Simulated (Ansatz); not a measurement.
Runs of Ansatz 0.2.0 on CoO. All rows change the cell; the cell of one of them follows. It takes space group I4/mmm (No. 139, tetragonal). Conventional cell: a = 3.016 Å, b = 3.016 Å, c = 4.215 Å, α = 90.00°, β = 90.00°, γ = 90.00°. Around Co (site symmetry 4/mmm) lie 6 O at 2.11 to 2.13 Å. Around O (site symmetry 4/mmm) lie 6 Co at 2.11 to 2.13 Å. 

| level | spin | U | k mesh | hubbard projectors | double counting | gap on the mesh (eV) | pressure (GPa) | moment (μB) |
| --- | --- | --- | --- | --- | --- | --- | --- | --- |
| PBE+U | collinear, antiferromagnetic start | Co d U = 4 eV | 6 × 6 × 5 | ortho-atomic (the default) | fll (the default) | 1.66 | (b) | 0.00 |
| LDA+U | collinear, ferrimagnetic start | Co d U = 3 eV | 6 × 6 × 5 | ortho-atomic (the default) | fll (the default) | (a) | -7.4 | 0.00 |
| LDA+U | collinear, antiferromagnetic start | Co d U = 7 eV | 8 × 8 × 8 | ortho-atomic (the default) | fll (the default) | 1.89 | -1.9 | 0.00 |
| PBE | collinear, antiferromagnetic start | - | 6 × 6 × 5 | - | - | none | -2.8 | 0.00 |
| PBE | collinear, ferrimagnetic start | - | 6 × 6 × 5 | - | - | none | -2.8 | 0.00 |

Alike in all rows: task single point; potentials or basis Ansatz PAW; cell another cell of the same crystal, with 4 atoms; cutoff (eV) 420; smearing gaussian 0.05 eV.

Task: Estimate the missing entries.

Result: (a) 0.73; (b) 11.6.

Caveats: the magnetic or orbital state may not be the lowest (some runs); odd divisions of the mesh miss points on the zone boundary, where band edges often lie, so the gap on the mesh can be too wide (some runs); the PAW data sets come from PBE, with cores solved anew for the run's functional, which leaves a small shift of forces and pressure (some runs); semilocal functionals often make such compounds metallic where correlation or magnetic order opens a gap, which also shifts bond lengths (some runs).

A k mesh can miss the band edges.

A gap of «none» marks a metal or a gap under the smearing width.
